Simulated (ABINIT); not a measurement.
A run of ABINIT 10.8.3 (patched build) is set up as follows.

The input run.abi:

```
ndtset 7
getwfk -1
scalecart1 3*0.9795861087
scalecart2 3*0.9864848297
scalecart3 3*0.9932883884
scalecart4 3*1.0000000000
scalecart5 3*1.0066227096
scalecart6 3*1.0131594038
scalecart7 3*1.0196128224

pp_dirpath "./"
pseudos "Cd.GGA_PBE-JTH.xml, S.GGA_PBE-JTH.xml"

acell 7.7942771716 7.7942771716 7.7942771716
rprim
     0.0000000000     0.7071067812     0.7071067812
     0.7071067812     0.0000000000     0.7071067812
     0.7071067812     0.7071067812     0.0000000000
ntypat 2
znucl 48 16
natom 2
typat 1 2
xred
     0.0000000000     0.0000000000     0.0000000000
     0.7500000000     0.7500000000     0.7500000000

ecut 22.0
pawecutdg 44.0

kptopt 1
ngkpt 8 8 8
nshiftk 1
shiftk 0.0 0.0 0.0

ixc 11
vdw_xc 5

nband 13
occopt 3
tsmear 0.00183747

nstep 100
tolvrs 1.0e-9

iomode 3
prtwf 1
prtden 0
prteig 0
prtebands 0
enunit 2
```

Potentials or basis: JTH PAW PBE v2.0.

Launch:

```sh
$ abinit run.abi > log 2>&1
```

Estimate the equilibrium volume.

24.83 Å³/atom.

Estimate the pressure derivative of the bulk modulus.

4.8.

Energy against volume, from the lowest point:
| volume (Å³/atom) | energy (meV/atom) |
| --- | --- |
| 23.319 | 18.55 |
| 23.815 | 8.02 |
| 24.312 | 1.99 |
| 24.808 | 0.00 |
| 25.304 | 1.59 |
| 25.800 | 6.40 |
| 26.296 | 14.02 |

Caveat: pressures at fixed basis lie under the slope of the energies.
